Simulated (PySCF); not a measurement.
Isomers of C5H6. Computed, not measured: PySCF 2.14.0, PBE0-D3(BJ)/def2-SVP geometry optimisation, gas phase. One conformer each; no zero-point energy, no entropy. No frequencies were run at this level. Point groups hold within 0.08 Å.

Question: Rank from lowest to highest electronic energy at this level (kJ/mol).
A. `C=C(C)C#C`
B. `C#C/C=C/C`
C. 1,3-cyclopentadiene, `C1=CCC=C1`
D. `C1C23CC12C3` ([1.1.1]propellane)

Answer: C (0.0), B (154.5), A (158.7), D (222.5).

As drawn, the lowest has a C=C bond outside aromatic rings, which the highest lacks; the highest has a three-membered ring and a quaternary carbon, which the lowest lacks. Neighbours under 10 kJ/mol apart (C#C/C=C/C and C#CC(=C)C) can change places with a better method, another conformer or zero-point energy.

```json
{"SMILES": "C1=CCC=C1", "E (Eh)": "-193.73509", "E rel (kJ/mol)": "0.0", "dipole (D)": "0.55", "point group": "C2v", "A, B, C (MHz)": "8472, 8260, 4294"}
{"SMILES": "C#C/C=C/C", "E (Eh)": "-193.67623", "E rel (kJ/mol)": "154.5", "dipole (D)": "1.11", "point group": "Cs", "A, B, C (MHz)": "38333, 2243, 2147"}
{"SMILES": "C#CC(=C)C", "E (Eh)": "-193.67466", "E rel (kJ/mol)": "158.7", "dipole (D)": "0.50", "point group": "Cs", "A, B, C (MHz)": "9364, 4002, 2854"}
{"SMILES": "C1C23CC12C3", "E (Eh)": "-193.65034", "E rel (kJ/mol)": "222.5", "dipole (D)": "0.00", "point group": "D3h", "A, B, C (MHz)": "8753, 8751, 5828"}
```

How do the relative energies change in single points at PBE0/pcSseg-1 (no added dispersion term) on the same geometries?

```tsv
SMILES	PBE0-D3(BJ)/def2-SVP (kJ/mol)	PBE0/pcSseg-1 (kJ/mol)	shift
C1=CCC=C1	0.0	0.0	0.0
C#C/C=C/C	154.5	141.1	-13.4
C#CC(=C)C	158.7	145.4	-13.3
C1C23CC12C3	222.5	222.5	0.0
```

Each column counts from its own lowest isomer. The order is unchanged; the largest shift is 13.4 kJ/mol.
